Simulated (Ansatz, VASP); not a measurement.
## One calculation of Pd, two programs

The input INCAR:

```
PREC = Accurate
ENCUT = 520
EDIFF = 1E-6
ISMEAR = -1
SIGMA = 0.1
LREAL = False
LASPH = True
NELM = 60
ALGO = Normal
ISIF = 2
LWAVE = False
LCHARG = True
GGA = PS
LELF = True
LVHAR = True
NBANDS = 11
```

Contents of KPOINTS:

```
regular mesh
0
Gamma
  16 16 16
```

POSCAR

```
Pd
1.0
   -1.5831074100      1.5831074100      1.5831074100
    1.5831074100     -1.5831074100      1.5831074100
    1.5831074100      1.5831074100     -1.5831074100
Pd
1
Direct
    0.0000000000      0.0000000000      0.0000000000
```

Input for Ansatz:

```yaml
crystal:
  lattice:
    - [-1.58310741, 1.58310741, 1.58310741]
    - [1.58310741, -1.58310741, 1.58310741]
    - [1.58310741, 1.58310741, -1.58310741]
  atoms:
    - { symbol: Pd, position: [0.0, 0.0, 0.0] }
hamiltonian:
  xc: pbesol
  pseudopotentials:
    kind: paw
    azcp:
      Pd: "pseudopotentials/Pd.paw.azcp"
basis:
  ecutwfc: 420
  fft_grid_basis: typed
kpoints:
  mp_grid: { grid: [16, 16, 16], shift: [0, 0, 0] }
magnetization:
  spin_polarized: false
scf:
  occupations: { method: fermi_dirac, width: 0.1 }
  lower_state_search: "off"
output:
  stress: true
```

Alike in both runs: task single point; functional PBEsol; k mesh 16 × 16 × 16; occupations fermi-dirac, width 0.1 eV; no spin polarisation.

|  | VASP | Ansatz |
| --- | --- | --- |
| version | VASP 6.6.1 | Ansatz 0.2.0 |
| potentials or method | VASP PAW PBE potentials, release 64 (Pd) | plane waves (420 eV) with PAW, scalar-relativistic |
| plane-wave cutoff (eV) | 520 | 420 |
| valence electrons in the cell | 10 | 18 |

Ansatz gave:

| Quantity | Value |
| --- | --- |
| pressure (GPa) | -12.3 |

What did VASP give for the same quantities?

Pressure (GPa): -12.6.

The two sets of potentials don't hold the same shells in valence. Ansatz warned: «pseudo_functional_mismatch».

Caveats: the PAW data sets were made with another functional, which shifts forces and pressure a little (VASP).
